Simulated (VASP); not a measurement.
# Sn under changes of volume

One of the cells (25.797 Å³/atom); the others are scaled copies at fixed shape and fractional positions:

```
Sn
1.0
    -1.69328    1.69305    2.24961
     1.69328   -1.69305    2.24961
     1.69328    1.69305   -2.24961
Sn
1
Direct
  0.00000 0.00000 0.00000
```

This isn't the form of Sn at room conditions, which is tetragonal (white tin).

| Property | Result |
| --- | --- |
| Program | VASP 6.6.1 |
| Functional | LDA |
| Potentials or basis | VASP PAW LDA potentials, release 64 (Sn_d) |
| Cutoff | 520 eV |
| k mesh | 10 × 10 × 10 |
| Occupations | fermi-dirac, width 0.05 eV |
| Spin | no spin polarisation |

```csv
volume (Å³/atom),energy over the lowest point (meV/atom),pressure (GPa)
24.765,8.49,2.6
25.281,2.17,1.2
25.797,0.00,0.0
26.313,?,?
26.829,6.58,-2.1
```

Task: What does the run at 26.313 Å³/atom give?

Result: Energy over the lowest point 1.59 meV/atom; pressure -1.1 GPa.

Worked out: A Birch-Murnaghan fit of order 2 (a polynomial in V^(-2/3)) to the other rows has its minimum at 25.83 Å³/atom with B0 = V·E''(V) = 58 GPa at fixed shape and positions, which overstates the stiffness. It gives 1.59 meV/atom at 26.313 Å³/atom, against the run's 1.59, and -dE/dV = -1.0 GPa, against -1.1.

Energies are extrapolated to zero smearing.
